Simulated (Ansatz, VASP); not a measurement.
## Two plane-wave programs on Cu

```
CELL_PARAMETERS angstrom
4.52747 0.00000 0.00000
0.00000 4.52747 0.00000
0.00000 0.00000 4.52747
ATOMIC_POSITIONS crystal
Cu 0.50000 0.50000 0.50000
Cu 0.00000 0.00000 0.00000
Cu 0.25000 0.00000 0.50000
Cu 0.50000 0.25000 0.00000
Cu 0.50000 0.75000 0.00000
Cu 0.75000 0.00000 0.50000
Cu 0.00000 0.50000 0.75000
Cu 0.00000 0.50000 0.25000
```

Alike in both runs: task single point; functional r2SCAN; k mesh 4 × 4 × 4; occupations gaussian, width 0.1 eV; no spin polarisation.

|  | VASP | Ansatz |
| --- | --- | --- |
| version | VASP 6.6.1 | Ansatz 0.2.0 |
| potentials or method | VASP PAW PBE potentials, release 64 (Cu) | scalar-relativistic, plane waves, PAW |
| plane-wave cutoff (eV) | 520 | 500 |
| valence electrons in the cell | 88 | 152 |

```tsv
	VASP	Ansatz	Ansatz less VASP
gap on the k mesh at the Fermi level (eV)	none	none	-
pressure (GPa)	2.9	1.8	-1.11
```

A gap of «none» marks a metal or a gap that the smearing closes. The two sets of potentials don't hold the same shells in valence.

Caveats: the PAW data sets were made with another functional, which shifts forces and pressure a little (VASP).
